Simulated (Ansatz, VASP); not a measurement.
## Two plane-wave programs on K

```xyz
1
Lattice="0.0000 3.2598 3.2598 3.2598 0.0000 3.2598 3.2598 3.2598 0.0000" Properties=species:S:1:pos:R:3 pbc="T T T"
K     0.0000    0.0000    0.0000
```

Alike in both runs: functional PBE; dispersion D3(BJ); k mesh 12 × 12 × 12; occupations gaussian, width 0.1 eV; no spin polarisation.

Ansatz relaxed the structure, and its values are those at the end. VASP's run is a single point on that final structure, the one shown.

|  | VASP | Ansatz |
| --- | --- | --- |
| version | VASP 6.6.1 | Ansatz 0.2.0 |
| potentials or method | VASP PAW PBE potentials, release 64 (K_sv) | scalar-relativistic, plane waves, PAW |
| plane-wave cutoff (eV) | 520 | 420 |
| valence electrons in the cell | 9 | 9 |

|  | VASP | Ansatz | Ansatz less VASP |
| --- | --- | --- | --- |
| gap on the k mesh at the Fermi level (eV) | none | none | - |
| pressure (GPa) | 0.0 | 0.0 | +0.01 |

A gap of «none» marks a metal or a gap that the smearing closes.

Caveats: pairwise dispersion overbinds metals, which lowers pressure and volume.
